How much room does an atom take up in gallium nitride if only the exchange–correlation functional changes? The table answers this for nine functionals and leaves three open: SCAN, TPSS and revTPSS. They are meta-GGAs, which use the kinetic-energy density as well as the electron density and its gradient. Does this higher rung of theory fix the volume, or does each functional keep a habit of its own?

VASP, Kohn–Sham DFT calculations of wurtzite GaN (P6_3mc, 4-atom cell) with the functional or dispersion correction named in each row. All runs use the recommended PBE PAW potentials (Ga_d, N), a 600 eV plane-wave cutoff and no spin polarisation. Cell shape, volume and atomic positions are relaxed, without lattice vibrations.

| method | rung | k mesh | smearing | equilibrium volume (Å³/atom) |
| --- | --- | --- | --- | --- |
| PBE | GGA | 10x10x5 4-atom cell | Fermi-Dirac 0.05eV | 11.760 |
| PBE-D3 | GGA | 10x10x5 4-atom cell | Fermi-Dirac 0.05eV | 11.562 |
| PBE-D3(BJ) | GGA | 10x10x5 4-atom cell | Fermi-Dirac 0.05eV | 11.519 |
| PBE-MBD | GGA | 10x10x5 4-atom cell | Fermi-Dirac 0.05eV | 11.352 |
| PBE-rVV10 | GGA | 10x10x5 4-atom cell | Fermi-Dirac 0.05eV | 11.645 |
| PBEsol | GGA | 8x8x5 4-atom cell | gaussian 0.05eV | 11.344 |
| RPBE | GGA | 10x10x5 4-atom cell | Fermi-Dirac 0.05eV | 12.031 |
| revPBE | GGA | 10x10x5 4-atom cell | Fermi-Dirac 0.05eV | 11.951 |
| MS2 | meta-GGA | 10x10x5 4-atom cell | Fermi-Dirac 0.05eV | 11.178 |
| SCAN | meta-GGA | 10x10x5 4-atom cell | Fermi-Dirac 0.05eV | ? |
| TPSS | meta-GGA | 10x10x5 4-atom cell | Fermi-Dirac 0.05eV | ? |
| revTPSS | meta-GGA | 10x10x5 4-atom cell | Fermi-Dirac 0.05eV | ? |

**From PBE to PBE-rVV10: the same functional with added attraction**

The first five rows share PBE and differ in the treatment of dispersion, the weak attraction between fluctuating charges. Each correction shrinks the crystal, from 0.12 Å³/atom with rVV10 to 0.41 Å³/atom with MBD. The size of the dispersion energy is not what matters directly. In the limit of an attraction that is the same at every volume, the energy would drop and the crystal would keep its size. Only an attraction that grows as the atoms approach pulls them together.

The MBD contraction should be read with care. The method derives polarisabilities from neutral atoms, which is known to overrate those of cations, and gallium carries a positive charge here. The rVV10 run, for its part, uses weakened parameters made for PBE, so its small effect is not that of the original rVV10.

A layered crystal such as hexagonal boron nitride would respond far more strongly to these corrections. No covalent bond holds its layers together, so the dispersion term largely decides their spacing. In GaN every atom sits in a network of strong bonds, and dispersion only trims a volume that those bonds have set. The three open rows have no such term and have to be judged by their exchange and correlation.

**PBEsol, RPBE and revPBE: the price of a density gradient**

The next three rows change the functional itself, and they move the volume both ways. PBEsol gives 11.34 Å³/atom and RPBE 12.03, with PBE and revPBE between them. PBEsol ran on a slightly coarser k mesh and with another smearing, which should hardly matter in an insulator.

The standard explanation starts from the reduced gradient s, which measures how fast the density changes relative to the density itself. Each of the four GGAs here multiplies the exchange energy of a uniform electron gas, point by point, by an enhancement factor that rises with s. When a crystal expands, the density between the atoms thins out and s grows there. A functional whose factor rises steeply rewards this with extra exchange energy, and its crystal settles at a larger volume.

Two limits make the picture sharper. At s = 0 the factor is 1 for all four GGAs, and without any rise exchange would be that of the local density approximation, which is known to make most solids too small. At very large s the factor reaches a ceiling, about 1.8 for PBE and RPBE and 2.2 for revPBE. Yet RPBE has the largest volume, so the ceiling does not decide. What counts is how fast the factor climbs at the gradients that occur in the crystal.

At s = 1.5 the factor is about 0.10 lower in PBEsol than in PBE, and the volume is 0.42 Å³/atom smaller. That makes roughly 4 Å³/atom per unit of enhancement, and revPBE and RPBE give nearly the same ratio. This value of s was picked because it brings the GGAs into line; at s = 1 the ratios for PBEsol and revPBE differ by a factor of two. The comparison therefore illustrates the mechanism and does not measure a gradient in GaN. PBEsol also changes correlation, which a look at exchange alone leaves out.

For device models the spread has a practical side. GaN forms the channel of power and radio-frequency transistors, where strain in the barrier layer helps to create the conducting charge. PBE and PBEsol differ by 1.2 % in mean lattice length, about half the in-plane mismatch between GaN and AlN (roughly 2.4 %). A model that takes one layer's lattice from PBE and another's from PBEsol builds in a strain that no wafer has. Each layer's relaxed reference should come from the same functional.

**MS2 and the three open rows: the forecast**

MS2, the one meta-GGA with a known volume, gives the smallest crystal so far, 11.18 Å³/atom. If the rung alone decided, SCAN, TPSS and revTPSS would all land close to it. The gradient argument speaks against this most clearly for TPSS, which keeps PBE's steep response to strong gradients. It says less about revTPSS, where that response is weakened towards that of PBEsol. For SCAN the gradient is a poor guide, because much of its behaviour comes from the kinetic-energy density.

A simpler idea covers all three: a functional that stretches most solids should stretch GaN by about the same fraction. This gives V = V₀(1 + d)³, where V is the volume per atom and d the functional's typical error in lattice constants over many solids. V₀ is the volume that a functional with no average error would give. The values of d are rough recalled ones. V₀ was fitted to the five known rows without a dispersion correction and came out as 11.27 Å³/atom.

TPSS, which took no part in the fit, shows the steps. Its lattice constants are typically about 0.9 % too long, so d = 0.009 and (1 + d)³ ≈ 1.027. The volume is then 11.27 × 1.027 ≈ 11.6 Å³/atom. With typical errors of 0.6 % for revTPSS and 0.3 % for SCAN, the forecasts are:

- TPSS: 11.6 ± 0.25 Å³/atom
- revTPSS: 11.5 ± 0.25 Å³/atom
- SCAN: 11.4 ± 0.25 Å³/atom

All three should lie below PBE, with TPSS largest and SCAN smallest. Neither claim is firm: neighbouring forecasts differ by less than their error bars, and the bar for TPSS still includes the PBE volume. The bars were set by hand, mainly with MS2 in mind: the model puts it 0.20 Å³/atom too high although it was part of the fit. An error bar of this size corresponds to about 0.7 % in lattice length.

The withheld rows as computed:

| method | rung | k mesh | smearing | equilibrium volume (Å³/atom) |
| --- | --- | --- | --- | --- |
| SCAN | meta-GGA | 10x10x5 4-atom cell | Fermi-Dirac 0.05eV | 11.385 |
| TPSS | meta-GGA | 10x10x5 4-atom cell | Fermi-Dirac 0.05eV | 11.593 |
| revTPSS | meta-GGA | 10x10x5 4-atom cell | Fermi-Dirac 0.05eV | 11.508 |

**What the three rows say**

All three forecasts hold, and so does the order. TPSS comes out at 11.59 Å³/atom, revTPSS at 11.51 and SCAN at 11.38. The unrounded model misses revTPSS by 0.03 Å³/atom, on the low side, and the other two by about 0.01.

Such small misses flatter the model. An error of 0.2 percentage points in a recalled d would alone shift a forecast by 0.07 Å³/atom, and the rows used in the fit are missed by 0.11 on average (root mean square). The averages behind d may also include GaN itself, in which case the test is not fully independent. The fair reading is that a functional's general habit carries over to GaN within one or two tenths of an Å³/atom. The hundredths are good fortune.

The forecast from the rung fails. SCAN lies 0.21 Å³/atom above MS2, and TPSS twice as far. All four meta-GGAs give a smaller crystal than PBE, but three of them fall inside the range that the plain GGAs already cover. The rung alone leaves a wide choice: from MS2 to TPSS the volume grows by about as much as from PBEsol to PBE.

The model's weak spot is the pair SCAN and MS2. Both were entered with a typical error of about 0.3 %, so the model gives them the same volume, and the calculation does not. One number per functional can't express how that functional treats a particular bond. The recalled errors may be off as well, though a slip of 0.2 percentage points in one of them would account for only a third of the gap. A third possible source is the potentials, which were made for PBE and may suit one meta-GGA better than another. Repeating both runs with an all-electron program would show how much the potentials contribute.

For another functional in a crystal held together by strong bonds, the same reasoning gives a first estimate. A steeper rise of exchange with the gradient points to a larger volume, and the functional's record in other solids says roughly by how much. The printed output below lists the fit, its misses and the differences between the rows.

Numerical output:

```
fit of V on 5 rows (bare > 0): coefficient of scale 11.27 +/- 0.054; rms 0.111, worst MS2 0.198, leave-one-out rms 0.138
  rows outside the fit (model, value, miss): PBE-D3 11.65, 11.56, 0.0881; PBE-D3(BJ) 11.65, 11.52, 0.131; PBE-MBD 11.65, 11.35, 0.298; PBE-rVV10 11.65, 11.64, 0.0051; SCAN 11.38, 11.38, -0.00927; TPSS 11.58, 11.59, -0.0119; revTPSS 11.48, 11.51, -0.0299
Spread (standard deviation) of the known volumes without dispersion in Å³/atom: 0.3756
Forecast error bar of 0.25 Å³/atom as a lattice strain in percent: 0.7392
Shift of a forecast if the recalled lattice error is off by 0.2 percent in Å³/atom: 0.06764
Volumes against PBE and MS2:
         row  minus PBE (Å³/atom)  mean linear strain from PBE (%)  minus MS2 (Å³/atom)
         PBE                    0                                0                0.582
      PBE-D3               -0.198                          -0.5644                0.384
  PBE-D3(BJ)               -0.241                          -0.6878                0.341
     PBE-MBD               -0.408                            -1.17                0.174
   PBE-rVV10               -0.115                           -0.327                0.467
      PBEsol               -0.416                           -1.193                0.166
        RPBE                0.271                           0.7623                0.853
      revPBE                0.191                           0.5385                0.773
         MS2               -0.582                           -1.678                    0
        SCAN               -0.375                           -1.074                0.207
        TPSS               -0.167                          -0.4756                0.415
     revTPSS               -0.252                          -0.7194                 0.33
Volume change per unit enhancement at s 1.5 from PBE to PBEsol in Å³/atom: 4.183
Volume change per unit enhancement at s 1.5 from PBE to revPBE in Å³/atom: 4.007
Volume change per unit enhancement at s 1.5 from PBE to RPBE in Å³/atom: 4.297
Volume change per unit enhancement at s 1.5 from PBE to MS2 in Å³/atom: 4.589
Volume change per unit enhancement at s 1 from PBE to PBEsol in Å³/atom: 6.364
Volume change per unit enhancement at s 1 from PBE to revPBE in Å³/atom: 13.47
Volume error from the residual pressure of PBE-MBD in Å³/atom: 0.007062
```
